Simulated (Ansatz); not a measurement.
Born–Oppenheimer molecular dynamics of a periodic cell of 24 atoms, TiO$_{2}$ (surface TiO2(111)). It goes on from the last frame of an earlier run, with new velocities.

Method: Ansatz 0.2.0, DFT PBE-D3(BJ), scalar-relativistic, plane waves, PAW. Settings: accuracy low, PAW set soft_1, cutoff 420 eV, k mesh 2x1x1, fermi-dirac smearing 0.02 eV, no spin polarisation.

- ensemble: NVT, Langevin thermostat
- time step: 1 fs
- steps asked: 200
- set temperature: 1800 K
- friction: 0.005 /fs
- atoms held: 1, 3, 5, 6, 7, 8, 10, 11
- seed: 306371

Frames 2 fs apart, positions in Å, forces in eV/Å.

Velocities at 30.0 fs (Å/ps):

```
Ti 0.00 0.00 0.00
Ti 1.99 8.76 0.59
O 0.00 0.00 0.00
O 0.77 13.88 10.60
O 0.00 0.00 0.00
O 0.00 0.00 0.00
Ti 0.00 0.00 0.00
Ti 0.00 0.00 0.00
O 0.59 -14.67 2.76
O 0.00 0.00 0.00
O 0.00 0.00 0.00
O 1.24 -13.33 9.95
Ti -9.91 -0.48 9.88
Ti 7.22 2.27 2.05
O 2.02 2.80 6.05
O -3.14 4.45 12.85
O 0.14 17.69 10.24
O -5.58 -9.77 -0.64
Ti -4.10 -3.29 -2.51
Ti 3.29 10.00 -7.83
O 3.08 1.84 1.54
O 10.37 -1.96 17.99
O 8.29 -9.27 0.37
O 4.03 -14.53 2.33
```

```xyz
24
Lattice="5.3699 0.0000 0.0000 -2.6850 9.9482 0.0000 0.0000 0.0000 17.0615" Properties=species:S:1:pos:R:3:forces:R:3 time_fs=30.0 energy_less_start_eV=1.721 T=1629
Ti 0.000 0.000 1.000 -1.85 -3.20 8.66
Ti 1.203 7.779 2.751 2.38 4.69 2.60
O 2.685 8.031 1.537 0.46 2.89 -2.26
O 1.048 6.048 3.703 -1.38 -2.89 -2.03
O 1.343 9.921 2.402 1.36 -0.03 -2.78
O 0.000 7.253 1.755 -3.90 -4.23 -3.06
Ti 0.000 5.336 2.293 1.94 1.70 0.94
Ti 1.343 2.668 1.646 1.12 1.62 2.60
O -0.346 2.505 1.866 -0.20 0.78 -0.85
O 1.343 0.752 2.184 -0.91 -2.44 -3.46
O 1.343 4.585 1.109 -1.51 -1.01 1.56
O 2.461 2.605 3.205 -0.49 0.55 -1.46
Ti 2.311 0.885 4.089 1.90 0.50 1.11
Ti -1.777 8.628 4.934 3.38 1.14 2.24
O 0.005 8.476 4.395 -1.69 2.10 -1.97
O -1.572 7.199 5.987 -0.06 -1.98 0.81
O 0.947 0.546 5.252 0.64 -1.02 -0.94
O 2.366 7.667 4.207 0.27 0.00 -0.83
Ti 2.980 5.862 4.862 -1.08 0.44 0.57
Ti 4.146 3.303 4.514 -2.62 -2.87 -0.15
O 2.978 4.303 5.697 0.64 1.05 0.26
O 3.674 1.421 5.115 -0.76 0.71 -0.99
O -1.627 5.005 3.366 1.88 0.37 -0.63
O 0.404 3.173 4.597 0.55 1.05 0.04
24
Lattice="5.3699 0.0000 0.0000 -2.6850 9.9482 0.0000 0.0000 0.0000 17.0615" Properties=species:S:1:pos:R:3:forces:R:3 time_fs=32.0 energy_less_start_eV=1.958 T=1553
Ti 0.000 0.000 1.000 -1.81 -3.14 8.66
Ti 1.208 7.798 2.754 2.14 4.48 2.31
O 2.685 8.031 1.537 0.45 2.86 -2.22
O 1.045 6.073 3.722 -1.58 -3.31 -2.20
O 1.343 9.921 2.402 1.34 -0.10 -2.73
O 0.000 7.253 1.755 -3.63 -4.18 -2.79
Ti 0.000 5.336 2.293 2.15 2.02 0.98
Ti 1.343 2.668 1.646 1.05 1.45 2.82
O -0.345 2.477 1.872 -0.18 0.93 -0.97
O 1.343 0.752 2.184 -0.85 -2.53 -3.40
O 1.343 4.585 1.109 -1.53 -1.03 1.62
O 2.464 2.577 3.222 -0.43 0.91 -1.66
Ti 2.292 0.885 4.110 2.72 0.91 1.32
Ti -1.761 8.633 4.939 2.54 0.58 2.24
O 0.008 8.483 4.403 -1.74 2.14 -1.92
O -1.578 7.207 6.013 -0.21 -1.81 0.35
O 0.948 0.578 5.273 0.50 -1.61 -0.86
O 2.357 7.649 4.205 1.19 0.70 -0.35
Ti 2.970 5.855 4.858 -0.98 0.75 0.65
Ti 4.152 3.320 4.499 -2.32 -3.55 0.17
O 2.986 4.307 5.698 0.57 1.00 0.24
O 3.693 1.418 5.150 -1.26 0.77 -1.49
O -1.608 4.987 3.369 1.62 0.54 -0.66
O 0.411 3.143 4.602 0.25 1.21 -0.06
24
Lattice="5.3699 0.0000 0.0000 -2.6850 9.9482 0.0000 0.0000 0.0000 17.0615" Properties=species:S:1:pos:R:3:forces:R:3 time_fs=34.0 energy_less_start_eV=2.221 T=1476
Ti 0.000 0.000 1.000 -1.76 -3.06 8.61
Ti 1.213 7.821 2.758 1.79 4.10 1.93
O 2.685 8.031 1.537 0.45 2.86 -2.19
O 1.035 6.090 3.738 -1.63 -3.53 -2.28
O 1.343 9.921 2.402 1.36 -0.14 -2.71
O 0.000 7.253 1.755 -3.27 -4.07 -2.47
Ti 0.000 5.336 2.293 2.33 2.33 0.99
Ti 1.343 2.668 1.646 0.95 1.29 2.97
O -0.344 2.450 1.876 -0.11 1.06 -1.10
O 1.343 0.752 2.184 -0.82 -2.63 -3.38
O 1.343 4.585 1.109 -1.52 -1.11 1.65
O 2.469 2.546 3.236 -0.37 1.33 -1.85
Ti 2.274 0.885 4.134 3.42 1.17 1.33
Ti -1.743 8.639 4.944 1.82 0.03 2.35
O 0.007 8.491 4.407 -1.75 2.15 -1.83
O -1.587 7.213 6.038 -0.32 -1.59 -0.09
O 0.950 0.606 5.293 0.27 -2.09 -0.67
O 2.353 7.636 4.204 1.84 1.22 -0.04
Ti 2.959 5.849 4.853 -0.86 0.95 0.70
Ti 4.156 3.334 4.484 -1.91 -4.12 0.51
O 2.999 4.312 5.699 0.48 0.95 0.26
O 3.708 1.416 5.182 -1.63 0.77 -1.81
O -1.584 4.966 3.375 1.29 0.78 -0.72
O 0.418 3.115 4.605 -0.08 1.35 -0.16
24
Lattice="5.3699 0.0000 0.0000 -2.6850 9.9482 0.0000 0.0000 0.0000 17.0615" Properties=species:S:1:pos:R:3:forces:R:3 time_fs=36.0 energy_less_start_eV=2.417 T=1306
Ti 0.000 0.000 1.000 -1.68 -3.01 8.59
Ti 1.218 7.850 2.765 1.36 3.60 1.38
O 2.685 8.031 1.537 0.40 2.81 -2.09
O 1.025 6.100 3.744 -1.58 -3.62 -2.24
O 1.343 9.921 2.402 1.29 -0.20 -2.57
O 0.000 7.253 1.755 -2.81 -3.87 -2.06
Ti 0.000 5.336 2.293 2.58 2.64 0.84
Ti 1.343 2.668 1.646 0.90 1.18 2.99
O -0.340 2.429 1.875 -0.12 1.17 -1.14
O 1.343 0.752 2.184 -0.76 -2.73 -3.28
O 1.343 4.585 1.109 -1.51 -1.15 1.71
O 2.472 2.519 3.243 -0.26 1.66 -1.87
Ti 2.259 0.887 4.156 4.04 1.43 1.13
Ti -1.726 8.644 4.951 1.15 -0.53 2.49
O 0.004 8.502 4.408 -1.60 2.14 -1.73
O -1.593 7.215 6.062 -0.40 -1.36 -0.51
O 0.953 0.629 5.306 0.01 -2.39 -0.44
O 2.351 7.622 4.204 2.30 1.64 0.19
Ti 2.946 5.843 4.850 -0.73 1.11 0.68
Ti 4.159 3.346 4.469 -1.53 -4.66 0.90
O 3.011 4.317 5.706 0.43 0.82 0.20
O 3.716 1.417 5.210 -1.92 0.71 -2.04
O -1.554 4.944 3.380 0.81 1.10 -0.71
O 0.423 3.090 4.604 -0.30 1.46 -0.23
24
Lattice="5.3699 0.0000 0.0000 -2.6850 9.9482 0.0000 0.0000 0.0000 17.0615" Properties=species:S:1:pos:R:3:forces:R:3 time_fs=38.0 energy_less_start_eV=2.492 T=1206
Ti 0.000 0.000 1.000 -1.55 -2.88 8.52
Ti 1.223 7.882 2.772 0.87 2.92 0.95
O 2.685 8.031 1.537 0.38 2.84 -2.06
O 1.010 6.100 3.742 -1.42 -3.50 -2.16
O 1.343 9.921 2.402 1.29 -0.18 -2.53
O 0.000 7.253 1.755 -2.35 -3.59 -1.70
Ti 0.000 5.336 2.293 2.80 2.92 0.76
Ti 1.343 2.668 1.646 0.97 1.14 2.94
O -0.335 2.411 1.867 -0.20 1.18 -1.22
O 1.343 0.752 2.184 -0.77 -2.86 -3.31
O 1.343 4.585 1.109 -1.48 -1.24 1.70
O 2.476 2.498 3.243 -0.21 1.95 -2.00
Ti 2.249 0.889 4.178 4.47 1.56 0.94
Ti -1.711 8.647 4.957 0.56 -0.89 2.75
O -0.004 8.521 4.409 -1.31 2.06 -1.71
O -1.596 7.211 6.083 -0.46 -1.16 -0.85
O 0.956 0.644 5.317 -0.31 -2.63 -0.14
O 2.353 7.613 4.204 2.40 1.83 0.20
Ti 2.933 5.837 4.846 -0.57 1.13 0.76
Ti 4.159 3.354 4.455 -1.14 -5.07 1.33
O 3.023 4.322 5.716 0.43 0.75 0.07
O 3.716 1.420 5.229 -2.02 0.69 -2.10
O -1.521 4.926 3.385 0.36 1.36 -0.76
O 0.427 3.070 4.603 -0.64 1.55 -0.34
24
Lattice="5.3699 0.0000 0.0000 -2.6850 9.9482 0.0000 0.0000 0.0000 17.0615" Properties=species:S:1:pos:R:3:forces:R:3 time_fs=40.0 energy_less_start_eV=2.375 T=1347
Ti 0.000 0.000 1.000 -1.41 -2.78 8.43
Ti 1.230 7.918 2.782 0.25 2.07 0.40
O 2.685 8.031 1.537 0.39 2.96 -2.05
O 0.990 6.093 3.730 -1.02 -3.18 -1.82
O 1.343 9.921 2.402 1.30 -0.11 -2.50
O 0.000 7.253 1.755 -1.78 -3.13 -1.27
Ti 0.000 5.336 2.293 2.99 3.20 0.51
Ti 1.343 2.668 1.646 1.15 1.20 2.88
O -0.329 2.394 1.855 -0.52 1.13 -1.27
O 1.343 0.752 2.184 -0.83 -3.02 -3.34
O 1.343 4.585 1.109 -1.41 -1.36 1.65
O 2.480 2.486 3.236 -0.09 2.02 -1.89
Ti 2.243 0.891 4.200 4.71 1.80 0.47
Ti -1.696 8.648 4.966 0.02 -1.08 2.93
O -0.014 8.544 4.405 -1.00 1.95 -1.64
O -1.599 7.204 6.103 -0.48 -0.97 -1.16
O 0.956 0.652 5.324 -0.64 -2.85 0.19
O 2.362 7.606 4.205 2.30 1.92 0.11
Ti 2.920 5.832 4.845 -0.41 1.02 0.78
Ti 4.159 3.361 4.443 -0.85 -5.40 1.63
O 3.037 4.328 5.729 0.34 0.82 -0.10
O 3.711 1.423 5.240 -2.05 0.56 -2.02
O -1.491 4.912 3.391 -0.21 1.68 -0.71
O 0.430 3.054 4.600 -0.74 1.58 -0.42
24
Lattice="5.3699 0.0000 0.0000 -2.6850 9.9482 0.0000 0.0000 0.0000 17.0615" Properties=species:S:1:pos:R:3:forces:R:3 time_fs=42.0 energy_less_start_eV=2.148 T=1433
Ti 0.000 0.000 1.000 -1.24 -2.73 8.42
Ti 1.237 7.957 2.792 -0.17 1.28 -0.20
O 2.685 8.031 1.537 0.30 2.94 -1.91
O 0.968 6.084 3.714 -0.60 -2.87 -1.44
O 1.343 9.921 2.402 1.16 -0.10 -2.29
O 0.000 7.253 1.755 -1.31 -2.77 -0.90
Ti 0.000 5.336 2.293 3.16 3.48 0.22
Ti 1.343 2.668 1.646 1.24 1.27 2.81
O -0.324 2.377 1.844 -0.70 1.17 -1.27
O 1.343 0.752 2.184 -0.78 -3.13 -3.28
O 1.343 4.585 1.109 -1.40 -1.40 1.66
O 2.481 2.478 3.224 0.03 2.05 -1.69
Ti 2.244 0.895 4.222 4.92 2.03 0.05
Ti -1.681 8.647 4.977 -0.63 -1.27 3.20
O -0.030 8.570 4.396 -0.40 1.80 -1.61
O -1.604 7.192 6.121 -0.45 -0.80 -1.37
O 0.958 0.651 5.331 -0.93 -2.94 0.48
O 2.379 7.598 4.208 1.95 1.99 -0.12
Ti 2.905 5.828 4.845 -0.22 0.90 0.82
Ti 4.157 3.363 4.433 -0.62 -5.63 1.96
O 3.047 4.334 5.742 0.36 0.66 -0.26
O 3.703 1.427 5.247 -2.00 0.58 -1.96
O -1.463 4.899 3.400 -0.70 1.90 -0.70
O 0.431 3.042 4.598 -0.97 1.58 -0.46
24
Lattice="5.3699 0.0000 0.0000 -2.6850 9.9482 0.0000 0.0000 0.0000 17.0615" Properties=species:S:1:pos:R:3:forces:R:3 time_fs=44.0 energy_less_start_eV=1.919 T=1605
Ti 0.000 0.000 1.000 -1.05 -2.60 8.27
Ti 1.245 7.996 2.804 -0.68 0.34 -0.55
O 2.685 8.031 1.537 0.35 3.13 -1.96
O 0.948 6.069 3.692 -0.13 -2.49 -0.98
O 1.343 9.921 2.402 1.19 0.10 -2.31
O 0.000 7.253 1.755 -0.87 -2.31 -0.59
Ti 0.000 5.336 2.293 3.22 3.65 -0.08
Ti 1.343 2.668 1.646 1.40 1.43 2.63
O -0.321 2.365 1.833 -0.94 1.06 -1.32
O 1.343 0.752 2.184 -0.88 -3.32 -3.39
O 1.343 4.585 1.109 -1.36 -1.50 1.60
O 2.479 2.482 3.204 0.07 1.90 -1.50
Ti 2.250 0.901 4.245 4.82 2.16 -0.36
Ti -1.667 8.643 4.994 -1.24 -1.23 3.42
O -0.049 8.602 4.386 0.31 1.63 -1.69
O -1.607 7.178 6.134 -0.40 -0.73 -1.43
O 0.962 0.645 5.337 -1.17 -2.97 0.74
O 2.398 7.593 4.213 1.44 2.03 -0.49
Ti 2.887 5.826 4.844 0.02 0.58 0.94
Ti 4.154 3.362 4.426 -0.53 -5.63 2.22
O 3.058 4.339 5.756 0.33 0.68 -0.45
O 3.693 1.432 5.250 -1.87 0.53 -1.78
O -1.435 4.891 3.409 -1.12 2.10 -0.69
O 0.427 3.035 4.598 -0.90 1.51 -0.49
24
Lattice="5.3699 0.0000 0.0000 -2.6850 9.9482 0.0000 0.0000 0.0000 17.0615" Properties=species:S:1:pos:R:3:forces:R:3 time_fs=46.0 energy_less_start_eV=1.551 T=1684
Ti 0.000 0.000 1.000 -0.83 -2.48 8.24
Ti 1.252 8.034 2.817 -1.01 -0.48 -1.05
O 2.685 8.031 1.537 0.23 3.16 -1.81
O 0.933 6.049 3.668 0.48 -2.00 -0.34
O 1.343 9.921 2.402 1.10 0.19 -2.15
O 0.000 7.253 1.755 -0.43 -1.80 -0.25
Ti 0.000 5.336 2.293 3.22 3.72 -0.53
Ti 1.343 2.668 1.646 1.46 1.56 2.41
O -0.320 2.355 1.818 -1.03 0.99 -1.33
O 1.343 0.752 2.184 -0.88 -3.38 -3.39
O 1.343 4.585 1.109 -1.27 -1.66 1.52
O 2.477 2.493 3.181 0.13 1.66 -1.16
Ti 2.259 0.910 4.268 4.46 2.20 -0.93
Ti -1.655 8.638 5.014 -1.71 -1.11 3.51
O -0.069 8.635 4.370 1.00 1.47 -1.76
O -1.609 7.164 6.141 -0.34 -0.76 -1.37
O 0.964 0.632 5.340 -1.33 -2.89 0.93
O 2.419 7.595 4.221 0.87 2.01 -0.87
Ti 2.870 5.825 4.845 0.24 0.23 0.96
Ti 4.149 3.358 4.420 -0.50 -5.39 2.30
O 3.068 4.346 5.771 0.29 0.72 -0.66
O 3.679 1.439 5.253 -1.64 0.52 -1.54
O -1.409 4.886 3.414 -1.63 2.13 -0.46
O 0.419 3.032 4.597 -0.88 1.40 -0.48
```

Of the whole run (200 fs, mean temperature of the second half 2527 K): The mean temperature of the second half is 40 % above the set value. A run of 0.2 ps of so small a system gives no equilibrium averages. The SCF threshold is loose, so the forces are noisy. Limits of this set-up: coarse k mesh, thin slab, slab without dipole correction, low accuracy level.

Run time: 11 min on 2 threads of Intel(R) Xeon(R) Platinum 8375C CPU @ 2.90GHz (Ice Lake), on a shared host, peak memory 1.5 GiB.
